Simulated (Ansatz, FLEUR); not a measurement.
ZnS: 3 runs at one level of theory

```
Zn S
1.0
     3.81100    0.00000    0.00000
    -1.90550    3.30042    0.00000
     0.00000    0.00000    6.23400
Zn S
2 2
Direct
  0.66667 0.33333 0.50000
  0.33333 0.66667 0.00000
  0.66667 0.33333 0.88500
  0.33333 0.66667 0.38500
```

Alike in all runs: task band structure; functional PBEsol; k mesh 8 × 8 × 5; occupations fermi-dirac, width 0.05 eV; no spin polarisation; no spin-orbit coupling. Pressure is positive in compression and, in plane waves, holds the error of the finite cutoff, which Ansatz's Pulay term estimates and takes out. Gaps are the smaller of the mesh's and the band path's.

```csv
program and potentials,plane-wave cutoff (eV),notes,band gap (eV),pressure (GPa),largest force (eV/Å)
"Ansatz, Ansatz PAW",420,"potentials made for PBE, which Ansatz adapts in part; Pulay term of +0.06 GPa included",2.11,-1.29,0.306
"FLEUR, all-electron, FLAPW",-,-,2.11,-,-
"Ansatz, all-electron LAPW, scalar-relativistic",-,-,?,?,?
```

Q: Estimate from the other rows what the run with Ansatz, all-electron LAPW, scalar-relativistic gave.

A: Band gap 2.11 eV; pressure -1.28 GPa; largest force 0.306 eV/Å. The other rows, which needn't bracket it: band gap 2.11; pressure -1.29; largest force 0.306.
